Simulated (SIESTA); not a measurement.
Crystal: NbSi2.

```
Nb Si
1.0
     4.81900    0.00000    0.00000
    -2.40950    4.17338    0.00000
     0.00000    0.00000    6.59200
Nb Si
3 6
Direct
  0.00000 0.50000 0.16667
  0.50000 0.50000 0.83333
  0.50000 0.00000 0.50000
  0.31980 0.15990 0.16667
  0.15990 0.84010 0.83333
  0.84010 0.68020 0.50000
  0.68020 0.84010 0.16667
  0.84010 0.15990 0.83333
  0.15990 0.31980 0.50000
```

Base run:

- Program: SIESTA 5.4.2
- Functional: PBE
- Potentials or basis: PseudoDojo 0.4 standard (PBE files)
- Basis: DZP (energy shift 0.003 Ry; two zetas on semicore shells)
- Grid cutoff: 800 Ry
- Energy shift: 0.003 Ry
- k mesh: 7 × 7 × 4
- Occupations: fermi-dirac, width 0.05 eV
- Spin: no spin polarisation

Its results: band gap on the k mesh none (metal or under the smearing width); pressure 1.0 GPa; largest force 0.062 eV/Å.

The run is repeated on the same cell with these changes: functional from PBE to PBEsol; potentials or basis from PseudoDojo 0.4 standard (PBE files) to PseudoDojo 0.4 standard (PBEsol files). What comes out?

Band gap on the k mesh none (metal or under the smearing width); pressure -3.4 GPa; largest force 0.039 eV/Å.

Caveats: the basis of atomic orbitals isn't converged, which shifts pressures, moduli and gaps.
